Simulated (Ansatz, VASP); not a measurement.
As: VASP beside Ansatz

```xyz
2
Lattice="-2.6962 2.6962 1.4232 2.6962 -2.6962 1.4232 2.6962 2.6962 -1.4232" Properties=species:S:1:pos:R:3 pbc="T T T"
As    0.0000   -1.3481   -0.3558
As    0.0000    1.3481    0.3558
```

Alike in both runs: functional PBE; k mesh 15 × 15 × 15; occupations fermi-dirac, width 0.1 eV; no spin polarisation.

Ansatz relaxed the structure, and its values are those at the end. VASP's run is a single point on that final structure, the one shown.

|  | VASP | Ansatz |
| --- | --- | --- |
| version | VASP 6.6.1 | Ansatz 0.2.0 |
| potentials or method | VASP PAW PBE potentials, release 64 (As) | PAW with Ansatz's default frozen-core files, scalar-relativistic |
| plane-wave cutoff (eV) | 520 | 420 |
| valence electrons in the cell | 10 | 30 |

|  | VASP | Ansatz | Ansatz less VASP |
| --- | --- | --- | --- |
| pressure (GPa) | -1.4 | -1.5 | -0.10 |

The two sets of potentials don't hold the same shells in valence.
